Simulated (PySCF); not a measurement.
Compound: pyrrolidine, C₄H₉N.
Numbering: `[CH2:1]1[CH2:2][CH2:3][NH:4][CH2:5]1` (hydrogens: H6, H7 on C1; H8, H9 on C2; H10, H11 on C3; H12 on N4; H13, H14 on C5)

Structure optimised with GFN2-xTB, isolated species.

Task: What internal coordinates does the optimisation give?

Result: 
| bond | length (Å) |
| --- | --- |
| C1–C2 | 1.539 |
| C3–N4, N4–C5 | 1.454 |
| C1–C5, C2–C3 | 1.545 |
| C1–H6 and 3 like bonds | 1.089 |
| C3–H10 and 3 like bonds | 1.092 |
| N4–H12 | 1.017 |

Bonds in one row agree within 0.01 Å and their mean is given. A selection of angles:
| angle | degrees |
| --- | --- |
| C2–C1–C5 | 104.0 |
| C2–C1–H6 | 110.8 |
| C5–C1–H6 | 110.3 |
| C5–C1–H7 | 111.4 |
| H6–C1–H7 | 108.1 |
| C2–C3–N4 | 106.6 |
| C2–C3–H10 | 109.9 |
| C2–C3–H11 | 113.2 |
| N4–C3–H10 | 107.3 |
| N4–C3–H11 | 111.0 |
| H10–C3–H11 | 108.5 |
| C3–N4–C5 | 103.5 |
| C3–N4–H12 | 109.2 |

Dihedral angles: C5–C1–C2–C3 0° (synperiplanar); C1–C2–C3–N4 -23° (synperiplanar); C2–C3–N4–C5 38° (synclinal); C3–N4–C5–C1 -38° (synclinal); C2–C1–C5–N4 23° (synperiplanar).

The 5-membered ring C1–C2–C3–N4–C5 has internal angles of 103.5° to 106.6° (sum 525°, against 540° for a flat polygon); it is puckered, 0.16 Å rms from its mean plane, widest ring torsion 38°. N4 (secondary amine nitrogen) is pyramidal (angles 109.2°, 109.2° and 103.5°, sum 321.9°, 0.46 Å off the plane of its three neighbours).

Point group: Cs (every atom within 0.08 Å of its image). Not checked by GFN2-xTB frequencies. The numbers are those of one conformer.

The numbers are calculated, not measured.
